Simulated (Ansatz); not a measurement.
# ZnSe: stationary points along a deformation path

Computed with Ansatz 0.2.0, DFT LDA, scalar-relativistic, plane waves, PAW. Settings: plane waves to 420 eV, k-mesh 10×10×10 (Γ-centred), Gaussian smearing 0.05 eV. No spin polarisation. Energies are free energies at this smearing, counted from the undisturbed cell; pressure is positive in compression.

Zero of the scan (as given, not relaxed at this level; it stands at -3.4 GPa):

```
CELL_PARAMETERS angstrom
0.00000 2.83380 2.83380
2.83380 0.00000 2.83380
2.83380 2.83380 0.00000
ATOMIC_POSITIONS crystal
Zn 0.00000 0.00000 0.00000
Se 0.75000 0.75000 0.75000
```

At fixed volume and fractional coordinates, lengths along (0.000, 0.000, 1.000) are scaled against those across it; ρ is that ratio over its starting value. V = 22.757 Å³/atom. Δσ is the stress along the axis less the mean stress across it (compression positive).

```
    ρ  ΔE (meV/atom)  Δσ (GPa) space group
0.650          230.1     10.00        I-4m2
0.707          157.3      8.32        I-4m2
0.780           88.2      6.57        I-4m2
0.850           41.4      4.88        I-4m2
0.920           11.9      2.87        I-4m2
0.960            3.0      1.52        I-4m2
1.000            0.0      0.00        F-43m
1.050            4.7     -2.11        I-4m2
1.100           19.0     -4.43        I-4m2
1.200           76.1     -9.60        I-4m2
1.300          169.8    -15.22        I-4m2
1.414          316.0    -21.63        I-4m2
1.500          448.7    -25.44        I-4m2
```

How does the stress give the slope of the energy, and where is the energy stationary?

Along the path d ln(length) is 2/3 d ln ρ on the axis and −1/3 d ln ρ across it, so dE/d ln ρ = −(2/3) V Δσ: the energy falls with ρ where Δσ is positive. Δσ vanishes or changes sign at ρ = 1.000 (F-43m), a minimum at 0.0 meV/atom. Pairs of stationary points between two samples would go unseen, and could change a minimum read from distant neighbours into a maximum. At ρ = 1.000 the cell is cubic, where symmetry alone makes the stress isotropic and the slope zero.

Which shear constant sets the curvature at ρ = 1?

For a cubic crystal E/V = (2/3) C (ln ρ)² with C = C′ = (C11 − C12)/2, so Δσ = −2C ln ρ. The parabola of Δσ against ln ρ through ρ = 0.960, 1 and 1.050 gives C ≈ 20.0 GPa with the ions clamped, rough because the steps are large. It is the stress–strain coefficient at this cell's pressure of -3.4 GPa, not the zero-pressure constant.

Integrate that slope from ρ = 1 to 0.850 by the trapezoid rule.

With V/N in Å³ and 1 eV/Å³ = 160.2 GPa the slopes at ρ = 1.000, 0.960, 0.920, 0.850 are 0, -144, -272, -463 meV/atom per unit of ln ρ. The steps add 2.9 + 8.8 + 29.1 = 40.8 meV/atom, against 41.4 from the energies; the trapezoid rule misses the curvature of the slope within each step.

The gap closes along the scan, which can put kinks into the curve.

Cost: 13 runs of about 1.5 core-minutes in all, on Arm Neoverse V2 (shared hosts).